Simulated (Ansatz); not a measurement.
**Te (begun as A7 type, now sc) under strong compression**

```
CELL_PARAMETERS angstrom
2.26277 -1.30641 3.69669
0.00000 2.61283 3.69669
-2.26277 -1.30641 3.69669
ATOMIC_POSITIONS crystal
Te 0.25000 0.25000 0.25000
Te 0.75000 0.75000 0.75000
```

The cell comes from a relaxation on PAW files under the same functional, begun from a prototype that needn't be the stable phase.

The start type wasn't kept: the relaxed cell is sc.

Its volume is scaled, and at each volume shape and atoms are relaxed on PAW files; all methods then take that cell.

Computed with Ansatz 0.2.0; functional PBE, scalar-relativistic. Settings: a Γ-centred 12×12×12 k mesh, Fermi–Dirac smearing of 0.05 eV, no spin polarisation. Methods: LAPW: all electrons, basis error target 1 meV/atom; PAW: frozen-core files, cutoff 420 eV; crystal datasets: all electrons, by PAW datasets that the program makes for each cell; norm-conserving: pseudopotentials, cutoff 1120 eV; PAW (partial waves polarizable): frozen-core files, cutoff 420 eV.

Energies are extrapolated to zero smearing and count from the unscaled cell; pressure is positive in compression; gaps take the mesh and a band path. No temperature or zero-point motion is included.

Spin–orbit coupling is left out, which matters for the heavy atoms.

```
V/V0  V (Å³/atom)  P LAPW (GPa)  ΔE LAPW (eV/atom)  P PAW − LAPW (GPa)  ΔE PAW − LAPW (meV/atom)  space group  shortest distance (Å)
1.00        32.78          0.01              0.000               -0.01                       0.0        Pm-3m                  3.200
0.95        31.14          2.92              0.014               -0.01                      -0.1        Pm-3m                  3.146
0.85        27.87         11.98              0.157               -0.02                      -0.3        Pm-3m                  3.032
0.75        24.59          28.3              0.552               -0.01                      -0.6        Pm-3m                  2.908
0.65        21.31          56.1              1.398                0.00                      -0.7        Pm-3m                  2.772
0.55        18.03         107.5              3.011                0.04                      -0.4        Pm-3m                  2.622
0.45        14.75         217.2                  ?                0.18                       1.8        Pm-3m                  2.453
0.40        13.11         320.3                  ?                0.31                       4.3        Pm-3m                  2.358
```

**Question.** Fill in "ΔE LAPW (eV/atom)" for the row "0.40".

**Answer.** 8.872.

**Question.** Fill in "ΔE LAPW (eV/atom)" for the row "0.45".

**Answer.** 6.164.

**Question.** Fit the Vinet equation to the LAPW pressures over the whole range, with residuals weighted by 1/(|P| + 0.03·Pmax).

**Answer.** V0 = 32.81 Å³/atom, B0 = 50 GPa and B0′ = 4.70, and the fit misses no point by more than 6.4 GPa. A fit over so wide a range pins B0 less well than one near rest.

**Question.** At the smallest volume, how far do crystal datasets and norm-conserving and PAW (partial waves polarizable) lie from LAPW in pressure?

**Answer.** crystal datasets: 0.00 GPa; norm-conserving: +0.39 GPa; PAW (partial waves polarizable): +0.31 GPa, on a LAPW pressure of 320.3 GPa.
